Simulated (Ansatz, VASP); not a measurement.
ZnS: VASP beside Ansatz

POSCAR

```
ZnS
1.0
    0.0000000000      2.6945131942      2.6945131942
    2.6945131942      0.0000000000      2.6945131942
    2.6945131942      2.6945131942      0.0000000000
Zn S
1 1
Direct
    0.0000000000      0.0000000000      0.0000000000
    0.6294737665      0.7901754112      0.7901754112
```

File INCAR.step1:

```
ALGO     = Normal         # electronic algorithm
EDIFF    = 1E-4           # SCF threshold, eV
ENCUT    = 520            # plane-wave cutoff, eV
GGA      = PE             # functional
ISMEAR   = 0              # smearing method
LASPH    = T              # aspherical terms in the spheres
LCHARG   = F              # write CHGCAR
LREAL    = F              # projectors in reciprocal space
LWAVE    = T              # write WAVECAR
NBANDS   = 16             # bands
NELM     = 80             # most SCF steps
PREC     = Accurate       # precision mode
SIGMA    = 0.05           # smearing width, eV
```

INCAR.step2

```
ALGO     = Normal         # electronic algorithm
EDIFF    = 1E-6           # SCF threshold, eV
ENCUT    = 520            # plane-wave cutoff, eV
ISIF     = 2              # what is computed and relaxed
ISMEAR   = 0              # smearing method
ISTART   = 1            
LASPH    = T              # aspherical terms in the spheres
LCHARG   = F              # write CHGCAR
LMIXTAU  = T            
LREAL    = F              # projectors in reciprocal space
LWAVE    = F              # write WAVECAR
METAGGA  = R2SCAN         # meta-GGA
NBANDS   = 16             # bands
NELM     = 80             # most SCF steps
PREC     = Accurate       # precision mode
SIGMA    = 0.05           # smearing width, eV
```

Contents of KPOINTS:

```
k-points
0
Gamma
  8 8 8
```

Input for Ansatz:

```yaml
crystal:
  lattice:
    - [0.0, 2.6945131942, 2.6945131942]
    - [2.6945131942, 0.0, 2.6945131942]
    - [2.6945131942, 2.6945131942, 0.0]
  atoms:
    - { symbol: Zn, position: [0.0, 0.0, 0.0] }
    - { symbol: S, position: [0.6294737665, 0.7901754112, 0.7901754112] }
basis:
  ecutwfc: 500
kpoints:
  mp_grid: { grid: [8, 8, 8] }
hamiltonian:
  xc: r2scan
scf:
  occupations: { method: gaussian, width: 0.05 }
output:
  forces: true
  stress: true
  eigenvalues: true
```

Change from the starting cell: all S atoms moved +0.375 Å, as atom 2 towards its neighbour atom 1 (Zn) at 2.334 Å.

Alike in both runs: task single point; functional r2SCAN; k mesh 8 × 8 × 8; occupations gaussian, width 0.05 eV; no spin polarisation.

|  | VASP | Ansatz |
| --- | --- | --- |
| version | VASP 6.6.1 | Ansatz 0.2.0 |
| potentials or method | VASP PAW PBE potentials, release 64 (Zn, S) | scalar-relativistic, plane waves, PAW |
| plane-wave cutoff (eV) | 520 | 500 |
| valence electrons in the cell | 18 | 18 |

|  | VASP | Ansatz | Ansatz less VASP |
| --- | --- | --- | --- |
| gap on the k mesh at the Fermi level (eV) | 2.58 | 2.58 | -0.010 |
| least direct gap on the mesh (eV) | 2.58 | 2.58 | -0.010 |
| pressure (GPa) | 8.4 | 8.2 | -0.23 |
| largest component of the traceless stress (GPa) | 12.11 | 11.92 | -0.196 |
| rms of the force components (eV/Å) | 3.129 | 3.084 | -0.0448 |

Atom by atom the forces differ by 0.045 eV/Å (rms over components).

Caveats: the PAW data sets were made with another functional, which shifts forces and pressure a little (VASP).
